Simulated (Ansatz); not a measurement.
## Moving the knobs of a GW run on PbI2 (P-3m1)

Aim: change settings of a G0W0 run on PbI2 (P-3m1) and see what moves.

Main program and level: Ansatz 0.2.0; G0W0 on PBE, plane waves, PAW.

## Step 1: The structure

It takes space group P-3m1 (No. 164, trigonal). Conventional cell: a = 4.555 Å, b = 4.555 Å, c = 6.977 Å, α = 90.00°, β = 90.00°, γ = 120.00°. Nearest to Pb lie 6 I at 3.21 Å. I has 3 Pb at 3.21 Å nearest. Farther neighbours and most contacts between anions are not listed.

Structure file:

```cif
data_structure
_symmetry_space_group_name_H-M 'P 1'
_symmetry_Int_Tables_number 1
_cell_length_a 4.5550
_cell_length_b 4.5550
_cell_length_c 6.9770
_cell_angle_alpha 90.000
_cell_angle_beta 90.000
_cell_angle_gamma 120.000
_cell_volume 125.36
loop_
_atom_site_label
_atom_site_type_symbol
_atom_site_fract_x
_atom_site_fract_y
_atom_site_fract_z
_atom_site_occupancy
Pb1 Pb 0.00000 0.00000 0.00000 1
I2 I 0.33333 0.66667 0.26500 1
I3 I 0.66667 0.33333 0.73500 1
```

The cell and positions come from the Crystallography Open Database and are kept as given unless a step says otherwise. Spin-orbit coupling is left out unless a step names it. The default PAW set here is soft_2. Its files were made with PBE.

## Step 2: The base run: 6×6×2 mesh, 132 empty bands, screening to 60 eV

G0W0 replaces the xc potential by the self-energy, built once from these orbitals. Only a window of levels is corrected, while the sums run over the empty bands that the input names.

Input file input.yaml:

```yaml
crystal:
  lattice:
    - [4.555, 0.0, 0.0]
    - [-2.2775, 3.9447457142, 0.0]
    - [0.0, 0.0, 6.977]
  atoms:
    - { symbol: Pb, position: [0.0, 0.0, 0.0] }
    - { symbol: I, position: [0.3333333333, 0.6666666667, 0.265] }
    - { symbol: I, position: [0.6666666667, 0.3333333333, 0.735] }
kpoints:
  mp_grid: { grid: [6, 6, 2] }
hamiltonian:
  xc: pbe
scf:
  occupations: { method: fixed }
gw:
  n_empty_bands: 132
  ecut_chi: 60
  qp_bands: [v2, c2]
  qp_kpoints: band_edges
  screening: { model: contour_deformation }
```

Launch:

```console
$ ansatz run input.yaml --threads 3 --pin off --max-ram 92160MiB --backend cuda --events-out ev --progress --plain --runs-dir out --devices 1 --max-vram 13GiB  # rebuilt from the run's record
```

Numbers of over 12 decimals in the logs are rounded to 6 here.

The program printed:

```text
GPUs: using 1 of 1 available (devices: 1).
Engine: ansatz 0.2.0, x86_64-unknown-linux-gnu
Pseudopotentials: kind: paw
Pseudopotential: Pb, paw, valence charge 14, recommended cutoff 420 eV (normal), Pb.paw.azcp
Pseudopotential: I, paw, valence charge 17, recommended cutoff 420 eV (normal), I.paw.azcp
Functional definition: PBE
  parameter kappa = 0.804
  parameter beta = 0.066725
  exchange = pbe_x(kappa = kappa, mu = beta*pi^2/3)
  correlation = pbe_c(beta = beta)
device memory: the entry about to start is reckoned to put 1.0 GiB on a device that reports 51.4 GiB free (of which the cap on the GPU budget leaves the run 13.0 GiB)
GPU FFT provider: cuFFT
GPU libraries: cuBLAS 13.8.2, cuFFT 12.4.0, cuSOLVER 12.3.4
Crystal: 3 atoms, lattice volume = 125.365 Å³
Basis set: ecut = 420 eV, 2453 PW (Γ)
Bands: 29, of which v1, the nominal top of the filled ones, is band 24 counted from 1 (23 counted from 0)
Symmetry: 12 space group operations
Space group: P-3m1 (ITA 164), of the structure as read, at distance tolerance 5.0e-5 Å
k-points: 14 of 72
Non-local potential: Pb, projectors of the file, l = 0: 2, l = 1: 2, l = 2: 2, l = 3: 2
Non-local potential: I, projectors of the file, l = 0: 2, l = 1: 2, l = 2: 2, l = 3: 2
PAW form: soft (Blöchl's): semilocal exchange-correlation on the pseudo side does not see the compensation charge
PAW one-centre angular grid: Pb, 590 points (default); XC on 64 Gauss nodes
PAW one-centre angular grid: I, 590 points (default); XC on 64 Gauss nodes
Initial density: superposition of atomic densities (neutral atoms: chi_scale 0, normalization atom), corrected by the library's trained network
Initial wavefunctions: pseudopotential atomic-orbital guess
GPU buffer pool allocated for 49152 grid points (all kernels)
GPU transforms: local potential and band sums: pruned to the plane-wave sphere, on 30×32×48
Functional: x = pbe(κ = 0.804, μ = 0.219515), c = pbe(β = 0.066725)
SCF iter   1: F=—  HF=-26934.180172 eV  |F-HF|=—  |Δ(HF+E_count)|=         —  Δρ=5.95e-4  dr2=2.74e-4  ethr=1.77e-3  ⟨swp⟩=5.0  Hψ=1594  notcnv=0  defer=37
preconditioner: auto → Resta (q_TF=auto, 2.325 Å⁻¹)  ε∞=2.7  [insulator: Δε(μ)=2.218 eV  Ē_g=13.440 eV  n_scr=22 (ndim 8)  ℏωp=17.5 eV  f_vac=0.121  ε∞_Penn≈2.7]
SCF iter   2: F=—  HF=-26934.179760 eV  |F-HF|=—  |Δ(HF+E_count)|=   4.13e-4  Δρ=3.74e-4  dr2=1.54e-4  ethr=5.71e-7  ⟨swp⟩=3.0  Hψ=1056  notcnv=0  defer=39
SCF iter   3: F=—  HF=-26934.179808 eV  |F-HF|=—  |Δ(HF+E_count)|=   4.87e-5  Δρ=2.27e-4  dr2=3.83e-5  ethr=3.21e-7  ⟨swp⟩=3.0  Hψ=727  notcnv=0  defer=38
SCF iter   4: F=—  HF=-26934.179900 eV  |F-HF|=—  |Δ(HF+E_count)|=   9.23e-5  Δρ=5.44e-5  dr2=2.64e-6  ethr=7.97e-8  ⟨swp⟩=2.0  Hψ=743  notcnv=0  defer=38
[...]
E_xc         = -477.282891
  E_vxc        = -389.784571  (∫ρ·V_xc dr)
  E_paw        = -20034.837062  (= ΣΔE_a)
  E_vpaw       = -1162.243959  (= ΣTr[D̂ρ^β])
  E_aug_tail   = 0.000029  (compensation charges beyond the density's cutoff)
  E_ewald      = -4431.685384
  E_smearing   = -0.000000  (= −TS)
  E_closure    = -0.000000  (closes the sum)
  Σ components = -26934.179902   (vs F -26934.179902, Δ=0.00e0)
--- Band table (eV; the first three rows and the last of 14) ---
  k-point 0: bands = [... 20 lower, 4.1318, 4.2229, 4.2229, 4.4461, 7.6211, 8.5177, 8.5177, 11.5702, ... 1 higher]
  k-point 1: bands = [... 20 lower, 3.9969, 4.4013, 4.4013, 5.1631, 7.3786, 8.3310, 8.3310, 11.5788, ... 1 higher]
  k-point 2: bands = [... 20 lower, 3.6884, 4.4149, 4.5206, 4.9283, 7.9828, 8.4197, 8.6833, 11.5457, ... 1 higher]
  k-point 13: bands = [... 20 lower, 2.4822, 4.3867, 4.3867, 5.0779, 8.5345, 8.5345, 9.3305, 12.2158, ... 1 higher]
--- G₀W₀: contour deformation, 6 samples at zero and on the imaginary axis and 1 off it, 72 q-points, 132 empty bands' worth ---
  eigenvalues of the whole cell's RPA ε∞ on this k-mesh (on a slab, of 1 + 4πα/V) = 4.6630, 6.2849, 6.2849; static W/v taken at q = 0 is 0.187475
  bands read: the sum over 156 bands ends inside a degenerate multiplet in 1 slot, whose members it reads at an even weight; the widest, k=0: bands 156 to 157 (counted from 1) at 1/2 each
  gw.qp_kpoints: band_edges: 12 of 14 stored k-points solved, in 1 pass; an edge of the gap read off the rows below is read off those points alone
    valence top: of the k-points left out ik 5 came nearest to being solved in a further pass, in band 24 (counted from 1, as in the quasiparticle table): it holds the edge there only if its correction is more favourable than any solved in that band by at least 0.628 eV; those differ by 0.131 eV
    conduction bottom: of the k-points left out ik 5 came nearest to being solved in a further pass, in band 25 (counted from 1, as in the quasiparticle table): it holds the edge there only if its correction is more favourable than any solved in that band by at least 1.056 eV; those differ by 0.159 eV
    ik  band        ε_KS         Σx   Σc(E_QP)       V_xc       Z   E_QP_lin       E_QP  E_QP is
     0    23      4.2229   -17.3307     2.2792   -14.5222  0.7510     3.6877     3.6937  root
     0    24      4.4461   -17.3332     2.2332   -14.6333  0.7503     3.9748     3.9794  root
     0    25      7.6211    -7.5749    -3.1420   -11.1275  0.7959     8.0340     8.0317  root
     0    26      8.5177    -8.5380    -3.2744   -12.3743  0.7829     9.0848     9.0797  root
     1    23      4.4013   -17.4463     2.2085   -14.7289  0.7546     3.8870     3.8923  root
     1    24      5.1631   -17.2543     1.5356   -15.3454  0.7710     4.7876     4.7898  root
     1    25      7.3786    -7.4350    -3.1495   -10.9899  0.7998     7.7861     7.7840  root
     1    26      8.3310    -8.3270    -3.1869   -12.0476  0.7871     8.8689     8.8646  root
[...]
13    23      4.3867   -17.4043     2.2758   -14.6073  0.7515     3.8597     3.8655  root
    13    24      5.0779   -17.3909     1.7042   -15.2883  0.7673     4.6768     4.6795  root
    13    25      8.5345    -8.0406    -3.2520   -11.8026  0.7874     9.0486     9.0445  root
    13    26      8.5345    -8.0406    -3.2520   -11.8026  0.7874     9.0486     9.0445  root
[key lines of the parts left out:]
SCF converged after 6 iterations
Free energy (F): -26934.179902 eV
Fermi energy:    5.163079 eV
```

The job ended after 14 s (1 × NVIDIA H100 80GB HBM3 (shared by 6 runs) with 3 threads of AMD EPYC 7R13 (Zen 3), shared host; peak memory 1.2 GiB).

This step gave:

| Quantity | Value |
| --- | --- |
| bands summed | 156 |
| RPA ε∞ on this mesh (eigenvalues) | 4.663, 6.285, 6.285 |
| plane waves in the screening matrix | 135 |
| q-points in the mesh | 72 |
| G0W0 gap on the mesh | 2.994 eV |
| k of the valence top | 0, 0, -0.5 |
| k of the conduction bottom | 0, 0, -0.5 |
| starting gap on the mesh | 2.215 eV |
| Z at the valence top | 0.7710 |
| Z at the conduction bottom | 0.7998 |
| least direct G0W0 gap on the computed points | 2.994 eV |

The gap on the mesh goes from 2.22 eV to 2.99 eV, a correction of +0.78 eV. Between the two edge states, bare exchange in place of the xc potential would open the gap by 5.46 eV, and correlation takes back 4.69 eV.

## Step 3: Variant: fewer bands

input.yaml: that of step 2 with these lines changed.

```diff
@@ -16,3 +16,3 @@
 gw:
-  n_empty_bands: 132
+  n_empty_bands: 94
   ecut_chi: 60
```

The program printed:

```text
GPUs: using 1 of 1 available (devices: 1).
[...]
GPU FFT provider: cuFFT
GPU libraries: cuBLAS 13.8.2, cuFFT 12.4.0, cuSOLVER 12.3.4
Crystal: 3 atoms, lattice volume = 125.365 Å³
Basis set: ecut = 420 eV, 2453 PW (Γ)
Bands: 29, of which v1, the nominal top of the filled ones, is band 24 counted from 1 (23 counted from 0)
[... 1 set-up line as in the run before ...]
[...]
k-points: 14 of 72
[...]
GPU buffer pool allocated for 49152 grid points (all kernels)
[...]
SCF iter   1: F=—  HF=-26934.180172 eV  |F-HF|=—  |Δ(HF+E_count)|=         —  Δρ=5.95e-4  dr2=2.74e-4  ethr=1.77e-3  ⟨swp⟩=5.0  Hψ=1594  notcnv=0  defer=37
[...]
SCF iter   6: F=-26934.179902 eV  HF=-26934.179902 eV  |F-HF|=7.50e-8  |Δ(HF+E_count)|=   3.35e-7  Δρ=9.52e-6  dr2=7.61e-8  ethr=2.08e-10  ⟨swp⟩=9.4  Hψ=2200  notcnv=0
SCF 1 converged in 6 iterations: F = -26934.179902 eV  dr2 = 7.61e-8
[...]
NSCF: frozen V_eff on 14 k-points, pencils in batches of 32, up to order 116
[...]
NSCF: frozen V_eff on 14 k-points
G₀W₀ screening: q 1/14
[... further progress lines ...]
SCF converged after 6 iterations
Free energy (F): -26934.179902 eV
[...]
Internal energy: -26934.179902 eV  (E = F + TS)
E sigma→0 (E₀):  -26934.179902 eV
Fermi energy:    5.163079 eV
[...]
--- Band table (eV; the first three rows and the last of 14) ---
  k-point 0: bands = [... 20 lower, 4.1318, 4.2229, 4.2229, 4.4461, 7.6211, 8.5177, 8.5177, 11.5702, ... 1 higher]
  k-point 1: bands = [... 20 lower, 3.9969, 4.4013, 4.4013, 5.1631, 7.3786, 8.3310, 8.3310, 11.5788, ... 1 higher]
  k-point 2: bands = [... 20 lower, 3.6884, 4.4149, 4.5206, 4.9283, 7.9828, 8.4197, 8.6833, 11.5457, ... 1 higher]
  k-point 13: bands = [... 20 lower, 2.4822, 4.3867, 4.3867, 5.0779, 8.5345, 8.5345, 9.3305, 12.2158, ... 1 higher]
[...]
0    23      4.2229   -17.3307     2.3776   -14.5222  0.7513     3.7881     3.7920  root
     0    24      4.4461   -17.3332     2.3347   -14.6333  0.7506     4.0781     4.0809  root
     0    25      7.6211    -7.5749    -3.0387   -11.1275  0.7963     8.1385     8.1350  root
     0    26      8.5177    -8.5380    -3.1592   -12.3743  0.7835     9.2025     9.1949  root
     1    23      4.4013   -17.4463     2.3092   -14.7289  0.7549     3.9897     3.9930  root
     1    24      5.1631   -17.2543     1.6510   -15.3454  0.7713     4.9041     4.9051  root
     1    25      7.3786    -7.4350    -3.0503   -10.9899  0.8003     7.8865     7.8832  root
     1    26      8.3310    -8.3270    -3.0726   -12.0476  0.7876     8.9855     8.9790  root
[...]
13    23      4.3867   -17.4043     2.3757   -14.6073  0.7519     3.9617     3.9654  root
    13    24      5.0779   -17.3909     1.8155   -15.2883  0.7676     4.7894     4.7908  root
    13    25      8.5345    -8.0406    -3.1437   -11.8026  0.7879     9.1589     9.1528  root
    13    26      8.5345    -8.0406    -3.1437   -11.8026  0.7879     9.1589     9.1528  root
```

It took 13 s on 1 × NVIDIA H100 80GB HBM3 (shared by 6 runs) with 3 threads; peak memory 1.2 GiB.

Against the base:

```
    setting  base  variant
empty bands   132       94
```

```
                                    quantity  variant   base
                    starting gap on the mesh    2.215  2.215
                        G0W0 gap on the mesh    2.978  2.994
least direct G0W0 gap on the computed points    2.978  2.994
                        Z at the valence top    0.771  0.771
                  Z at the conduction bottom    0.800  0.800
```

## Step 4: Summary of results

| Property | Result |
| --- | --- |
| base | 2.99 eV, 14 s |
| fewer bands | 2.98 eV, 13 s |

**Reading.** Fewer bands: the gap moves by −0.02 eV; such settings are too crude to quote. All runs here use a coarse mesh and modest cutoffs; they test settings and are not final values. The 6×6×2 mesh is coarse for this cell (its supercell is 14 Å along the shortest edge). The RPA ε∞ on it, from the PBE start, is 4.66 and 6.28; such meshes misread the long-range screening, most where the gap is narrow. Where an edge is built on 6p states of lead, bismuth or thallium, scalar-relativistic gaps usually stand too wide, by a few tenths to over one eV. The many-body steps are scalar-relativistic: spin-orbit coupling is not in them.

[Paths, hosts, dates, memory and timing lines, banners, echoed tables and standing remarks are left out of the program output.]

[Logs are printed without paths, hosts, clocks, repeated set-up lines and the standing remarks that a program may print on its own settings, such as how far it seeks lower states.]

[Runs of the session that timed out or met a known fault of the program may be left out.]

[Cells called generated may have been cut or substituted from an entry of the Crystallography Open Database or the Materials Project.]

[Hosts, paths, dates, database ids (printed as entryN), source tags and the programs' standing remarks are cut or masked in the printed files.]
